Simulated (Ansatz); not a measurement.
# Te: strong compression

An exercise on one series of results from a longer session: the logs are not shown, and one member is left open.

Computed with Ansatz 0.2.0 (DFT PBE, with the methods named in each step, unless a step's input says otherwise).

1 further run of the same task is left out (it didn't finish).

**The starting structure**

The structure is tetragonal, space group I4_1/amd (No. 141). Conventional cell: a = 6.011 Å, b = 6.011 Å, c = 3.306 Å, α = 90.00°, β = 90.00°, γ = 90.00°. Around Te (site symmetry -4m2) lie 6 Te at 3.12 to 3.31 Å.

Coordinates:

```
Te
1.0
    -3.00571    3.00571    1.65314
     3.00571   -3.00571    1.65314
     3.00571    3.00571   -1.65314
Te
2
Direct
  0.62500 0.87500 0.75000
  0.37500 0.12500 0.25000
```

Whether this phase is the stable one at these pressures isn't tested.

Atoms are numbered in the order of the input: Te1, Te2.

Set-up of the first run:

Input file input.yaml:

```yaml
crystal:
  lattice:
    - [-3.0057130193, 3.0057130193, 1.6531421606]
    - [3.0057130193, -3.0057130193, 1.6531421606]
    - [3.0057130193, 3.0057130193, -1.6531421606]
  atoms:
    - { symbol: Te, position: [-0.375, -0.125, -0.25] }
    - { symbol: Te, position: [0.375, 0.125, 0.25] }
kpoints:
  mp_grid: { grid: [15, 15, 15] }
scf:
  occupations: { method: fermi_dirac, width: 0.08 }
hamiltonian:
  xc: pbe
  pseudopotentials: { kind: paw }
output:
  forces: true
  stress: true
  write_density: true
  write_potential: true
  elf: true
  volumetric_format: npy
relax:
  f_tol: 0.005
  max_steps: 40
  cell: {}
```

The run is started by

```bash
ansatz run input.yaml --threads 1 --pin off --max-ram 2048MiB --backend cpu --events-out ev --progress --plain --runs-dir out
```

Among the steps run: Cell relaxed at zero pressure, PAW; Volume scaled by 1, PAW; Shape and atoms relaxed at 0.95 of the volume, PAW; Volume scaled by 0.95, PAW; Shape and atoms relaxed at 0.85 of the volume, PAW; Volume scaled by 0.85, PAW; Volume scaled by 0.85, PAW (partial_waves polarizable); Shape and atoms relaxed at 0.75 of the volume, PAW; Volume scaled by 0.75, PAW; Shape and atoms relaxed at 0.65 of the volume, PAW; Volume scaled by 0.65, PAW; Shape and atoms relaxed at 0.55 of the volume, PAW; Volume scaled by 0.55, PAW; Shape and atoms relaxed at 0.45 of the volume, PAW; Volume scaled by 0.45, PAW; Shape and atoms relaxed at 0.4 of the volume, PAW; Volume scaled by 0.4, PAW; Volume scaled by 0.4, PAW (source ansatz).

One table of the session follows, with a row left open; its other results are not shown here.

```
                         method  volume over the first  volume (Å³/atom)  pressure (GPa)
                            PAW                      1            32.180            0.00
                            PAW                   0.95            30.571            2.75
                            PAW                   0.85            27.353           11.17
                            PAW                   0.75            24.135           25.25
                            PAW                   0.65            20.917           51.02
                            PAW                   0.55            17.699          101.59
                            PAW                   0.45            14.481          213.04
                            PAW                    0.4            12.872          319.49
PAW (partial_waves polarizable)                   0.85            27.353           11.17
            PAW (source ansatz)                    0.4                 ?               ?
```

Q: Estimate the row for PAW (source ansatz), 0.4 from the others.

As computed: volume (Å³/atom): 12.872; pressure (GPa): 319.61.
